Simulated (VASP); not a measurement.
Write the native input for VASP 6.6.1 that does the following.

| Item | Value |
| --- | --- |
| Task | relaxation of the atoms |
| Functional | PBEsol |
| Potentials or basis | VASP PAW PBE potentials, release 64 (Zn, S) |
| Cutoff | 600 eV |
| k mesh | 10 × 10 × 10 |
| Occupations | gaussian, width 0.03 eV |
| Spin | no spin polarisation |
| Further INCAR settings | ALGO = Fast; EDIFF = 1e-07; IBRION = 2; EDIFFG = -0.01; NSW = 40 |

The structure of ZnS lies in POSCAR:

```
ZnS                                     
1.0
    0.0000000000      2.7329003032      2.7329003032
    2.7329003032      0.0000000000      2.7329003032
    2.7329003032      2.7329003032      0.0000000000
  Zn              S             
     1     1
Direct
     0.2500000000000000    0.2500000000000000    0.2500000000000000
     0.0000000000000000    0.0000000000000000    0.0000000000000000
```

The cell isn't the ideal one: a relaxed cell with its volume scaled by 1.06.

One way to write it, as run:

INCAR

```
ALGO     = Fast           # electronic algorithm
EDIFF    = 1E-7           # SCF threshold, eV
EDIFFG   = -0.01          # ionic threshold
ENCUT    = 600            # plane-wave cutoff, eV
GGA      = PS             # functional
IBRION   = 2              # ionic algorithm
ISIF     = 2              # what is computed and relaxed
ISMEAR   = 0              # smearing method
LASPH    = True           # aspherical terms in the spheres
LCHARG   = False          # write CHGCAR
LREAL    = False          # projectors in reciprocal space
LWAVE    = False          # write WAVECAR
NELM     = 80             # most SCF steps
NSW      = 40             # ionic steps
PREC     = Accurate       # precision mode
SIGMA    = 0.03           # smearing width, eV
```

KPOINTS

```
k-points
0
Gamma
  10 10 10
```

Potentials or basis: VASP PAW PBE potentials, release 64 (Zn, S).

The run is started by

```bash
$ cat potpaw_PBE.64/Zn/POTCAR potpaw_PBE.64/S/POTCAR > POTCAR
$ mpirun -np 1 vasp_std > vasp.out
```

Results of the run:

```
Pressure after relaxing : -4.0 GPa
Band gap on the k mesh  : 1.83 eV, direct
```

Caveat: the relaxation stopped at its first step, so nothing moved; the PAW data sets were made with another functional, which shifts forces and pressure a little.

Run time: 23 s on 1 thread of Intel(R) Xeon(R) Platinum 8559C (Emerald Rapids), on a shared host, peak memory 0.18 GiB.
